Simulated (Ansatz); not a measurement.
# TlCl: stiffness from strained cells

How stiff is the crystal, and how unevenly? Runs: cell and atoms relaxed (PAW); reference run (PAW); cell relaxed at 10 GPa (PAW); at 10 GPa (PAW); strain amplitude 0.04 (PAW).

The COD entry's cell or inner coordinates are ideal or old and differ from later refinements, so a difference from it is no clean test against experiment.

Method: DFT PBEsol, frozen-core PAW, scalar-relativistic unless said, in Ansatz 0.2.0.

1 further run of the same task is left out (set aside as unsound or not needed).

### Step 1. The structure to begin with

Symmetry: Pm-3m, No. 221, cubic system. The conventional cell has a = 3.834 Å, b = 3.834 Å, c = 3.834 Å, α = 90.00°, β = 90.00°, γ = 90.00°. Tl (site symmetry m-3m) is surrounded by 8 Cl at 3.32 Å. Cl (site symmetry m-3m) has 8 Tl at 3.32 Å as nearest neighbours.

As a file:

```cif
data_structure
_symmetry_space_group_name_H-M 'Pm-3m'
_symmetry_Int_Tables_number 221
_cell_length_a 3.8340
_cell_length_b 3.8340
_cell_length_c 3.8340
_cell_angle_alpha 90.000
_cell_angle_beta 90.000
_cell_angle_gamma 90.000
_cell_volume 56.36
loop_
_atom_site_label
_atom_site_type_symbol
_atom_site_symmetry_multiplicity
_atom_site_Wyckoff_symbol
_atom_site_fract_x
_atom_site_fract_y
_atom_site_fract_z
_atom_site_occupancy
Tl1 Tl 1 a 0.00000 0.00000 0.00000 1
Cl1 Cl 1 b 0.50000 0.50000 0.50000 1
```

Cartesian axes are those of the input's lattice vectors. The structure goes back to a database entry.

### Step 2. Cell and atoms relaxed, PAW

Input file input.yaml:

```yaml
crystal:
  lattice:
    - [3.834, 0.0, 0.0]
    - [0.0, 3.834, 0.0]
    - [0.0, 0.0, 3.834]
  atoms:
    - { symbol: Tl, position: [0.0, 0.0, 0.0] }
    - { symbol: Cl, position: [0.5, 0.5, 0.5] }
kpoints:
  mp_grid: { grid: [12, 12, 12] }
scf:
  occupations: { method: fermi_dirac, width: 0.1 }
hamiltonian:
  xc: pbesol
  pseudopotentials: { kind: paw }
relax:
  f_tol: 0.002
  max_steps: 80
  cell: {}
output:
  forces: true
  stress: true
```

Command:

```
ansatz run input.yaml --threads 1 --pin off --max-ram 2560MiB --backend cpu --events-out ev --progress --plain --runs-dir out
```

### Step 3. Reference run, PAW

Input file input.yaml:

```yaml
crystal:
  lattice:
    - [3.76922569566, 0.0, 0.0]
    - [0.0, 3.76922569566, 0.0]
    - [0.0, 0.0, 3.76922569566]
  atoms:
    - { symbol: Tl, position: [0.0, 0.0, 0.0] }
    - { symbol: Cl, position: [0.5, 0.5, 0.5] }
kpoints:
  mp_grid: { grid: [6, 6, 6] }
scf:
  occupations: { method: fixed }
hamiltonian:
  xc: pbesol
  pseudopotentials: { kind: paw }
elastic:
  mode: relaxed_ion
  stencil: four_point
  amplitude: 0.003
```

### Step 4. Cell relaxed at 10 GPa, PAW

input.yaml: that of step 3 with these lines changed.

```diff
@@ -15,5 +15,8 @@
   pseudopotentials: { kind: paw }
-elastic:
-  mode: relaxed_ion
-  stencil: four_point
-  amplitude: 0.003
+relax:
+  f_tol: 0.002
+  max_steps: 80
+  cell: { p_target: 10 }
+output:
+  forces: true
+  stress: true
```

### Step 5. At 10 GPa, PAW

Input file input.yaml:

```yaml
crystal:
  lattice:
    - [3.52782385828, 0.0, 0.0]
    - [0.0, 3.52782385828, 0.0]
    - [0.0, 0.0, 3.52782385828]
  atoms:
    - { symbol: Tl, position: [0.0, 0.0, 0.0] }
    - { symbol: Cl, position: [0.5, 0.5, 0.5] }
kpoints:
  mp_grid: { grid: [6, 6, 6] }
scf:
  occupations: { method: fixed }
hamiltonian:
  xc: pbesol
  pseudopotentials: { kind: paw }
elastic:
  mode: relaxed_ion
  stencil: four_point
  amplitude: 0.003
```

### Step 6. Strain amplitude 0.04, PAW

input.yaml: that of step 5 with these lines changed.

```diff
@@ -2,5 +2,5 @@
   lattice:
-    - [3.52782385828, 0.0, 0.0]
-    - [0.0, 3.52782385828, 0.0]
-    - [0.0, 0.0, 3.52782385828]
+    - [3.76922569566, 0.0, 0.0]
+    - [0.0, 3.76922569566, 0.0]
+    - [0.0, 0.0, 3.76922569566]
   atoms:
@@ -18,2 +18,2 @@
   stencil: four_point
-  amplitude: 0.003
+  amplitude: 0.04
```

(Steps that only read results are left out.)

Q: Predict the outcome of this session. Wanted: C11; C12; C44; bulk, shear and Young's modulus; Debye temperature from sound speeds; universal anisotropy index.

As calculated:

```
                           quantity           value
                          C11 (PAW)          48 GPa
                          C12 (PAW)          21 GPa
                          C44 (PAW)          11 GPa
    bulk, shear and Young's modulus  30, 12, 31 GPa
Debye temperature from sound speeds           140 K
         universal anisotropy index            0.05
```

All eigenvalues are positive, so the crystal is mechanically stable; by PAW K = 30 and G = 12 GPa, K/G = 2.58, on the ductile side of Pugh's rough line at 1.75, which was drawn for metals. Young's modulus runs from 29 to 35 GPa with direction. At 10 GPa K rises to 76 GPa. Cautions: frozen-core PAW files fitted under PBE, their cores solved anew for the functional of the run; no spin-orbit coupling on heavy atoms.
